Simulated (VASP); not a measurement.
A run of VASP 6.6.1 is set up as follows.

Contents of INCAR:

```
PREC = Accurate
ENCUT = 520
EDIFF = 1E-7
ISMEAR = 0
SIGMA = 0.02
LREAL = False
LASPH = True
NELM = 100
ALGO = Normal
ISIF = 2
LWAVE = False
LCHARG = True
GGA = PS
LELF = True
LVHAR = True
NBANDS = 16
```

The input KPOINTS:

```
Automatic mesh
0
Gamma
  9 9 4
```

Contents of POSCAR:

```
MgTe
1.0
    4.5617935129      0.0000000000      0.0000000000
   -2.2808967565      3.9506290690      0.0000000000
    0.0000000000      0.0000000000      7.4093508375
Mg Te
2 2
Direct
    0.3333333333      0.6666666667      0.9965420005
    0.6666666667      0.3333333333      0.4965420005
    0.3333333333      0.6666666667      0.3734579995
    0.6666666667      0.3333333333      0.8734579995
```

Potentials or basis: VASP PAW PBE potentials, release 64 (Mg, Te).

Command:

```bash
$ cat potpaw_PBE.64/Mg/POTCAR potpaw_PBE.64/Te/POTCAR > POTCAR
$ mpirun -np 1 vasp_std > vasp.out
```

Predict the band gap on the k mesh.

2.39 eV, direct.

What does it give for the pressure?

0.0 GPa.

Caveat: the PAW data sets were made with another functional, which shifts forces and pressure a little; spin-orbit coupling is left out, which moves the levels of the heavy elements. A hybrid or GW would open this gap; PBEsol tends to underestimate it.
